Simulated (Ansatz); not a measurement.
Born–Oppenheimer molecular dynamics of a periodic cell of 37 atoms, Si$_{13}$O$_{24}$ (host SiO2, host structure P6_222, interstitial Si). It goes on from the last frame of an earlier run, with new velocities.

All numbers below come from DFT PBE, scalar-relativistic, plane waves, PAW (Ansatz 0.2.0). Settings: PAW set soft_1, cutoff 420 eV, k mesh 1x1x1, fermi-dirac smearing 0.05 eV, no spin polarisation.

| Property | Result |
| --- | --- |
| ensemble | NVE (velocity Verlet) |
| time step | 1 fs |
| steps asked | 300 |
| starting velocities drawn for | 1680 K |
| seed | 190548 |

Frames 1 fs apart, positions in Å, forces in eV/Å.

Velocities at 190 fs (Å/ps):

```
Si 2.65 -5.80 -0.52
Si -2.04 -4.07 -1.28
Si 6.81 -6.05 9.19
O 6.92 -7.75 18.18
O -10.85 20.35 3.97
O -10.09 3.62 -0.97
O -3.15 4.20 2.59
O 4.25 5.69 11.30
O -0.26 4.71 2.28
Si -3.14 5.68 -6.04
Si -3.14 10.37 -6.28
Si -7.58 -10.83 -1.84
O -9.95 6.56 3.24
O 11.53 -7.66 7.80
O -15.50 13.72 -5.79
O 2.84 -8.60 -5.45
O -11.50 -14.06 -3.21
O -13.29 4.66 2.57
Si 8.86 10.37 0.61
Si 12.74 -11.96 -6.74
Si -4.09 2.40 -0.56
O 4.46 -6.37 -7.05
O -15.95 23.89 14.98
O 10.64 3.08 2.63
O 6.24 -0.77 -8.80
O -11.47 9.56 -0.55
O 6.13 1.39 -13.06
Si 2.43 -7.47 3.08
Si -8.07 -7.53 -9.20
Si 7.54 -6.92 7.51
O 12.64 1.54 8.90
O -4.71 -2.85 -6.36
O -3.13 -8.10 6.13
O 5.24 3.75 -13.68
O 9.01 16.33 4.65
O -0.18 -3.89 8.18
Si 4.17 -4.10 -6.43
```

```xyz
37
Lattice="-2.4985 4.3276 5.4574 4.9971 0.0000 5.4574 4.9971 8.6552 0.0000" Properties=species:S:1:pos:R:3:forces:R:3 time_fs=190 energy_less_start_eV=0.502 T=1573
Si -0.556 4.236 5.362 -2.46 1.89 -2.08
Si 1.373 2.261 1.640 1.78 -1.61 5.34
Si 4.210 10.633 3.463 1.64 -1.25 0.53
O -1.515 5.528 6.035 1.36 -3.86 -3.09
O 0.945 1.634 3.190 -4.14 1.90 -0.64
O 3.371 0.893 4.479 -0.62 -1.74 -0.13
O 5.657 3.592 6.729 -0.29 2.30 -0.57
O 2.947 2.295 2.150 0.07 1.06 -0.90
O -1.230 3.515 3.978 0.41 -0.36 1.33
Si 2.457 8.640 5.470 0.38 4.47 -1.38
Si 3.813 6.546 1.974 -1.57 1.62 -2.47
Si 1.067 6.403 3.683 1.43 2.44 0.09
O 1.490 9.662 6.372 -0.36 0.15 -0.69
O 2.539 6.367 3.028 1.31 -1.03 -1.60
O 6.058 4.931 4.662 0.04 -0.80 -0.89
O 8.809 8.001 6.447 -2.21 -1.56 1.02
O 5.107 6.746 2.847 2.12 -0.44 1.51
O 1.438 7.657 4.774 -1.28 -1.46 -0.94
Si 4.849 4.254 5.434 -0.48 2.90 3.09
Si 3.854 6.662 7.063 -3.45 1.67 -1.18
Si 3.842 2.028 3.485 0.63 0.17 -0.53
O 3.876 5.640 5.841 1.71 0.17 -1.79
O 2.742 5.978 8.073 -0.99 0.16 1.72
O 0.517 5.128 4.464 0.93 -0.28 0.96
O 3.421 8.264 6.632 1.99 -4.18 2.20
O 5.087 6.911 7.925 3.67 -0.04 2.83
O 3.916 3.224 4.724 -0.77 -1.48 -3.34
Si 7.494 8.611 5.541 2.71 0.58 0.50
Si 5.942 10.857 7.093 -0.54 0.62 1.70
Si 6.351 6.216 3.753 1.03 2.30 1.85
O 6.462 9.576 6.309 -0.52 -0.64 -0.58
O 5.299 10.122 8.568 -0.07 1.86 -2.14
O 3.792 9.485 4.505 -3.00 -1.50 0.95
O -0.354 3.012 6.357 0.65 -0.15 0.42
O 8.351 10.667 7.536 1.33 -0.39 0.31
O 6.581 7.457 4.974 -0.78 -2.37 -2.46
Si 2.949 3.579 7.001 -1.67 -1.12 1.05
37
Lattice="-2.4985 4.3276 5.4574 4.9971 0.0000 5.4574 4.9971 8.6552 0.0000" Properties=species:S:1:pos:R:3:forces:R:3 time_fs=191 energy_less_start_eV=0.377 T=1600
Si -0.554 4.231 5.361 -2.44 2.32 -2.38
Si 1.371 2.257 1.639 1.99 -0.88 5.62
Si 4.216 10.627 3.473 1.33 -0.91 0.41
O -1.508 5.519 6.052 1.26 -4.14 -3.44
O 0.933 1.655 3.193 -3.91 1.68 -0.56
O 3.361 0.897 4.478 -0.66 -1.85 -0.02
O 5.653 3.597 6.731 -0.09 2.04 -0.56
O 2.951 2.301 2.161 -0.59 1.07 -1.31
O -1.230 3.520 3.981 0.46 -0.50 1.31
Si 2.454 8.647 5.463 0.32 4.21 -0.96
Si 3.810 6.556 1.967 -1.59 1.28 -2.27
Si 1.060 6.393 3.681 2.02 3.04 -0.16
O 1.480 9.668 6.375 -0.18 -0.13 -0.98
O 2.551 6.359 3.035 0.69 -0.91 -1.43
O 6.043 4.945 4.656 0.40 -1.13 -0.72
O 8.811 7.992 6.442 -2.21 -1.30 0.96
O 5.097 6.732 2.844 2.78 -0.42 1.90
O 1.424 7.662 4.776 -1.20 -1.50 -1.05
Si 4.858 4.265 5.435 -1.22 2.02 2.85
Si 3.866 6.650 7.056 -4.44 1.83 -1.16
Si 3.838 2.031 3.484 0.64 0.21 -0.17
O 3.881 5.633 5.833 1.62 0.31 -1.65
O 2.726 6.002 8.089 -0.13 0.09 1.15
O 0.527 5.131 4.467 0.58 -0.72 1.22
O 3.428 8.262 6.624 1.78 -4.20 1.99
O 5.077 6.921 7.925 4.26 -0.10 3.24
O 3.922 3.225 4.710 -0.42 -0.99 -2.84
Si 7.496 8.604 5.544 2.73 0.83 0.38
Si 5.934 10.850 7.084 -0.40 0.94 1.88
Si 6.359 6.210 3.761 0.54 2.92 1.17
O 6.474 9.577 6.318 -0.45 -0.97 -0.73
O 5.294 10.120 8.561 -0.01 1.81 -2.11
O 3.788 9.477 4.511 -2.90 -1.28 0.73
O -0.349 3.015 6.344 0.65 -0.56 0.74
O 8.360 10.684 7.540 1.41 -0.70 0.42
O 6.580 7.452 4.982 -0.80 -2.40 -2.49
Si 2.953 3.574 6.995 -1.81 -1.02 1.03
37
Lattice="-2.4985 4.3276 5.4574 4.9971 0.0000 5.4574 4.9971 8.6552 0.0000" Properties=species:S:1:pos:R:3:forces:R:3 time_fs=192 energy_less_start_eV=0.269 T=1623
Si -0.553 4.226 5.360 -2.38 2.72 -2.63
Si 1.370 2.252 1.641 2.10 -0.20 5.71
Si 4.224 10.621 3.482 0.92 -0.56 0.32
O -1.500 5.508 6.067 1.17 -4.25 -3.61
O 0.919 1.677 3.197 -3.59 1.44 -0.48
O 3.350 0.898 4.477 -0.68 -1.93 0.05
O 5.650 3.603 6.733 0.14 1.69 -0.51
O 2.955 2.307 2.171 -1.25 1.07 -1.72
O -1.230 3.524 3.984 0.47 -0.66 1.27
Si 2.451 8.655 5.457 0.27 3.85 -0.51
Si 3.806 6.567 1.960 -1.51 0.92 -1.95
Si 1.053 6.384 3.680 2.57 3.58 -0.38
O 1.470 9.675 6.377 0.01 -0.41 -1.27
O 2.563 6.350 3.042 0.12 -0.79 -1.28
O 6.027 4.957 4.650 0.73 -1.48 -0.55
O 8.812 7.982 6.437 -2.18 -1.00 0.88
O 5.087 6.718 2.843 3.27 -0.37 2.16
O 1.410 7.665 4.778 -1.06 -1.46 -1.09
Si 4.867 4.277 5.438 -1.93 1.10 2.58
Si 3.876 6.639 7.049 -5.19 1.98 -1.03
Si 3.834 2.033 3.483 0.59 0.23 0.25
O 3.886 5.627 5.825 1.49 0.50 -1.47
O 2.709 6.026 8.105 0.78 -0.03 0.55
O 0.539 5.134 4.471 0.27 -1.15 1.47
O 3.436 8.258 6.617 1.49 -4.14 1.70
O 5.069 6.930 7.928 4.58 -0.19 3.46
O 3.927 3.225 4.694 -0.07 -0.46 -2.29
Si 7.500 8.597 5.547 2.64 1.03 0.21
Si 5.925 10.843 7.076 -0.27 1.23 2.03
Si 6.367 6.205 3.769 0.14 3.51 0.49
O 6.487 9.578 6.326 -0.37 -1.28 -0.87
O 5.290 10.119 8.553 0.06 1.74 -2.06
O 3.783 9.467 4.518 -2.76 -1.03 0.47
O -0.343 3.019 6.331 0.65 -0.97 1.04
O 8.370 10.699 7.545 1.48 -1.02 0.54
O 6.579 7.446 4.988 -0.75 -2.32 -2.44
Si 2.956 3.570 6.989 -1.95 -0.91 0.99
37
Lattice="-2.4985 4.3276 5.4574 4.9971 0.0000 5.4574 4.9971 8.6552 0.0000" Properties=species:S:1:pos:R:3:forces:R:3 time_fs=193 energy_less_start_eV=0.169 T=1645
Si -0.552 4.223 5.357 -2.27 3.06 -2.83
Si 1.370 2.248 1.644 2.09 0.39 5.59
Si 4.232 10.614 3.491 0.41 -0.22 0.25
O -1.491 5.494 6.080 1.09 -4.16 -3.60
O 0.902 1.700 3.200 -3.16 1.17 -0.40
O 3.339 0.899 4.476 -0.68 -1.97 0.08
O 5.647 3.610 6.735 0.40 1.28 -0.43
O 2.958 2.315 2.180 -1.87 1.06 -2.10
O -1.229 3.528 3.988 0.47 -0.83 1.19
Si 2.448 8.664 5.450 0.20 3.40 -0.06
Si 3.801 6.579 1.952 -1.33 0.52 -1.52
Si 1.048 6.375 3.678 3.06 4.03 -0.54
O 1.460 9.681 6.379 0.19 -0.66 -1.54
O 2.576 6.341 3.047 -0.39 -0.66 -1.15
O 6.013 4.969 4.643 1.04 -1.83 -0.39
O 8.812 7.972 6.433 -2.12 -0.67 0.77
O 5.080 6.703 2.842 3.55 -0.31 2.27
O 1.395 7.667 4.779 -0.86 -1.35 -1.07
Si 4.874 4.289 5.441 -2.56 0.18 2.27
Si 3.885 6.629 7.041 -5.64 2.15 -0.77
Si 3.830 2.036 3.483 0.46 0.23 0.71
O 3.893 5.622 5.815 1.32 0.74 -1.27
O 2.693 6.050 8.121 1.72 -0.19 -0.06
O 0.550 5.136 4.475 -0.01 -1.52 1.69
O 3.445 8.251 6.611 1.14 -4.00 1.35
O 5.064 6.940 7.932 4.61 -0.30 3.47
O 3.933 3.225 4.677 0.24 0.06 -1.71
Si 7.505 8.590 5.551 2.46 1.15 0.02
Si 5.917 10.836 7.068 -0.14 1.47 2.14
Si 6.375 6.200 3.777 -0.18 4.04 -0.15
O 6.499 9.578 6.334 -0.29 -1.54 -0.97
O 5.285 10.118 8.543 0.11 1.67 -1.99
O 3.775 9.457 4.525 -2.58 -0.75 0.20
O -0.337 3.022 6.318 0.65 -1.34 1.30
O 8.381 10.714 7.551 1.54 -1.34 0.66
O 6.578 7.439 4.992 -0.64 -2.14 -2.33
Si 2.958 3.565 6.983 -2.07 -0.79 0.93
37
Lattice="-2.4985 4.3276 5.4574 4.9971 0.0000 5.4574 4.9971 8.6552 0.0000" Properties=species:S:1:pos:R:3:forces:R:3 time_fs=194 energy_less_start_eV=0.078 T=1664
Si -0.552 4.220 5.353 -2.11 3.31 -2.94
Si 1.370 2.243 1.650 2.00 0.84 5.27
Si 4.240 10.607 3.501 -0.22 0.13 0.23
O -1.481 5.477 6.091 1.02 -3.86 -3.39
O 0.883 1.723 3.203 -2.60 0.88 -0.33
O 3.328 0.899 4.475 -0.65 -1.97 0.07
O 5.644 3.618 6.737 0.66 0.83 -0.32
O 2.960 2.322 2.188 -2.41 1.04 -2.42
O -1.229 3.531 3.993 0.43 -1.00 1.08
Si 2.445 8.674 5.443 0.11 2.85 0.38
Si 3.796 6.590 1.943 -1.05 0.06 -0.96
Si 1.043 6.369 3.675 3.48 4.36 -0.62
O 1.450 9.687 6.380 0.36 -0.88 -1.78
O 2.588 6.332 3.052 -0.82 -0.54 -1.05
O 5.998 4.980 4.636 1.32 -2.18 -0.25
O 8.810 7.961 6.430 -2.03 -0.30 0.64
O 5.075 6.688 2.844 3.65 -0.22 2.23
O 1.379 7.669 4.779 -0.61 -1.17 -1.01
Si 4.881 4.301 5.444 -3.08 -0.72 1.96
Si 3.892 6.619 7.033 -5.79 2.35 -0.39
Si 3.827 2.038 3.482 0.26 0.19 1.17
O 3.901 5.616 5.805 1.11 1.01 -1.05
O 2.679 6.074 8.138 2.65 -0.39 -0.67
O 0.562 5.137 4.481 -0.22 -1.82 1.84
O 3.454 8.241 6.606 0.75 -3.80 0.97
O 5.062 6.949 7.938 4.37 -0.45 3.25
O 3.939 3.225 4.659 0.49 0.56 -1.12
Si 7.511 8.584 5.554 2.17 1.21 -0.19
Si 5.909 10.830 7.061 0.02 1.65 2.20
Si 6.383 6.197 3.786 -0.42 4.48 -0.75
O 6.510 9.577 6.341 -0.24 -1.74 -1.04
O 5.280 10.119 8.533 0.16 1.59 -1.89
O 3.766 9.447 4.532 -2.36 -0.44 -0.10
O -0.330 3.023 6.307 0.65 -1.65 1.51
O 8.393 10.729 7.556 1.59 -1.65 0.76
O 6.576 7.430 4.995 -0.46 -1.88 -2.16
Si 2.960 3.559 6.978 -2.18 -0.67 0.87
37
Lattice="-2.4985 4.3276 5.4574 4.9971 0.0000 5.4574 4.9971 8.6552 0.0000" Properties=species:S:1:pos:R:3:forces:R:3 time_fs=195 energy_less_start_eV=0.002 T=1680
Si -0.553 4.218 5.349 -1.88 3.46 -2.95
Si 1.371 2.239 1.657 1.82 1.14 4.77
Si 4.248 10.600 3.511 -0.98 0.46 0.25
O -1.471 5.458 6.100 0.94 -3.36 -3.01
O 0.864 1.747 3.205 -1.89 0.57 -0.28
O 3.316 0.897 4.474 -0.59 -1.92 0.01
O 5.641 3.626 6.738 0.92 0.38 -0.20
O 2.961 2.331 2.195 -2.85 1.00 -2.65
O -1.228 3.534 3.999 0.35 -1.18 0.93
Si 2.442 8.686 5.436 -0.02 2.24 0.81
Si 3.791 6.602 1.934 -0.68 -0.48 -0.29
Si 1.039 6.364 3.673 3.81 4.54 -0.59
O 1.440 9.693 6.379 0.52 -1.06 -1.97
O 2.600 6.322 3.057 -1.17 -0.42 -0.98
O 5.985 4.990 4.628 1.56 -2.50 -0.14
O 8.807 7.950 6.426 -1.91 0.10 0.48
O 5.072 6.673 2.846 3.57 -0.11 2.06
O 1.363 7.670 4.779 -0.32 -0.96 -0.91
Si 4.887 4.312 5.449 -3.45 -1.55 1.63
Si 3.897 6.610 7.025 -5.68 2.57 0.10
Si 3.824 2.041 3.482 0.00 0.14 1.60
O 3.909 5.611 5.794 0.85 1.33 -0.81
O 2.666 6.098 8.154 3.53 -0.61 -1.24
O 0.573 5.136 4.487 -0.36 -2.02 1.91
O 3.464 8.230 6.601 0.35 -3.55 0.59
O 5.062 6.958 7.947 3.90 -0.64 2.82
O 3.945 3.226 4.640 0.68 1.01 -0.54
Si 7.517 8.578 5.557 1.80 1.21 -0.42
Si 5.900 10.824 7.055 0.19 1.77 2.21
Si 6.391 6.196 3.794 -0.61 4.79 -1.30
O 6.522 9.575 6.347 -0.21 -1.87 -1.06
O 5.276 10.121 8.521 0.19 1.51 -1.76
O 3.756 9.436 4.540 -2.10 -0.12 -0.41
O -0.323 3.025 6.296 0.62 -1.88 1.63
O 8.406 10.742 7.563 1.61 -1.93 0.83
O 6.574 7.420 4.997 -0.23 -1.53 -1.94
Si 2.961 3.554 6.973 -2.27 -0.56 0.81
```

Of the whole run (300 fs, mean temperature of the second half 1488 K): The conserved energy stayed within 0.38 meV per atom of its start (net change 0.11 meV per atom), so the integration is sound. A run of 0.3 ps of so small a system gives no equilibrium averages. Limits of this set-up: coarse k mesh, a small cell, in which the defect meets its images.

Time of the run: 11 min on 1 thread of Intel(R) Xeon(R) Platinum 8488C (Sapphire Rapids), on a shared host, peak memory 0.59 GiB.
